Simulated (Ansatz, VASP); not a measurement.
**HfB in VASP and in Ansatz**

```
Hf B
1.0
     0.00000    2.27878    2.27878
     2.27878    0.00000    2.27878
     2.27878    2.27878    0.00000
Hf B
1 1
Direct
  0.50000 0.50000 0.50000
  0.00000 0.00000 0.00000
```

Change from the starting cell: volume scaled by 0.96.

Alike in both runs: task single point; functional PBEsol; k mesh 10 × 10 × 10; occupations fermi-dirac, width 0.05 eV; no spin polarisation.

|  | VASP | Ansatz |
| --- | --- | --- |
| version | VASP 6.6.1 | Ansatz 0.2.0 |
| potentials or method | VASP PAW PBE potentials, release 64 (Hf_pv, B), cutoff 520 eV | all-electron LAPW, scalar-relativistic |

```csv
,VASP,Ansatz,Ansatz less VASP
gap on the k mesh at the Fermi level (eV),none,none,-
pressure (GPa),36.2,34.7,-1.46
```

A gap of «none» marks a metal or a gap that the smearing closes. Ansatz ran all-electron here, so the differences hold the error of VASP's frozen core and of both bases.

Caveats: so large a pressure means that the cell lies far from this level's equilibrium, or that cutoff or potentials fall short (VASP); the potentials were made for another functional, which shifts forces and pressure (VASP). The runs have no spin-orbit coupling, so splittings on Hf are missing.
